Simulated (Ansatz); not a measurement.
# Ni: density of states with rPW86-PBE

The system is Ni.

```
CELL_PARAMETERS angstrom
0.00000 1.73757 1.73757
1.73757 0.00000 1.73757
1.73757 1.73757 0.00000
ATOMIC_POSITIONS crystal
Ni 0.00000 0.00000 0.00000
```

* Program: Ansatz 0.2.0
* Task: density of states
* Functional: rPW86-PBE
* Potentials or basis: JTH PAW
* Cutoff: 2400 eV (not typed: the program's choice for these potentials)
* k mesh: 13 × 13 × 13
* Occupations: fermi-dirac, width 0.1 eV
* Spin: collinear spin, ferromagnetic start
* Starting moments: [1.0] μB

* Pressure: 18.7 GPa
* Band gap on the k mesh: none (metal or under the smearing width)
* Net moment: 0.61 μB per cell
* Absolute moment: 0.69 μB per cell
* Site moments: Ni +0.65 μB
* Density of states at the Fermi level: 1.52 states/eV per cell

Levels at points of the mesh, in eV from the Fermi level:
Spin up:
| k point | band 6 | band 7 | band 8 | band 9 | band 10 | band 11 | band 12 | band 13 |
| --- | --- | --- | --- | --- | --- | --- | --- | --- |
| (0.00, 0.00, 0.00) | -2.51 | -2.51 | -2.51 | -1.27 | -1.27 | 23.95 | 28.07 | 28.07 |
Spin down:
| k point | band 7 | band 8 | band 9 | band 10 | band 11 | band 12 |
| --- | --- | --- | --- | --- | --- | --- |
| (0.00, 0.00, 0.00) | -1.79 | -1.79 | -0.72 | -0.72 | 23.75 | 28.05 |

States per cell in windows of 1 eV (zero at the Fermi level; states under -8 eV left out):
```
from (eV)    up  down
     -8.0  0.05  0.05
     -7.0  0.08  0.07
     -6.0  0.15  0.12
     -5.0  0.60  0.37
     -4.0  0.86  0.71
     -3.0  1.32  0.94
     -2.0  1.13  1.21
     -1.0  1.06  1.14
      0.0  0.16  0.74
      1.0  0.14  0.16
      2.0  0.13  0.14
      3.0  0.11  0.12
      4.0  0.09  0.10
      5.0  0.06  0.07
      6.0  0.13  0.10
      7.0  0.14  0.15
```

It took 35 s on 1 thread of Arm Neoverse V2 (shared host), peak memory 0.72 GiB.

Caveat: so large a pressure means that the cell lies far from this level's equilibrium, or that cutoff or potentials fall short.
